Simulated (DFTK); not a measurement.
Runs of DFTK 0.8.2 on Au. It takes space group Fm-3m (No. 225, cubic). Conventional cell: a = 4.070 Å, b = 4.070 Å, c = 4.070 Å, α = 90.00°, β = 90.00°, γ = 90.00°. Around Au (site symmetry m-3m) lie 12 Au at 2.88 Å. 

```csv
task,level,potentials or basis,k mesh,cutoff (eV),SCF solver,gap on the mesh (eV),pressure (GPa)
single point,PBE,dojo.nc.sr.pbe.v0_4_1.standard.upf (PBE),11 × 11 × 11,1034,-,none,(a)
band structure,TASK,"in-house norm-conserving set (r2SCAN, scalar relativistic)",10 × 10 × 10,1034,ScfAndersonSolver,none,11.4
band structure,r2SCAN,"in-house norm-conserving set (r2SCAN, scalar relativistic)",10 × 10 × 10,1034,-,none,7.6
single point,PBEsol,dojo.nc.sr.pbesol.v0_4_1.standard.upf (PBEsol),11 × 11 × 11,1034,-,none,1.2
```

Alike in all rows: no spin polarisation; cell as given; smearing fermi-dirac 0.05 eV.

Task: Estimate the missing entries.

Result: (a) 10.3.

Caveats: the potentials were made for another functional, which shifts forces and pressure (some runs).

A k mesh can miss the band edges, and the runs leave out spin-orbit coupling on Au.

A gap of «none» marks a metal or a gap under the smearing width.

Not every run made on this cell is shown here.
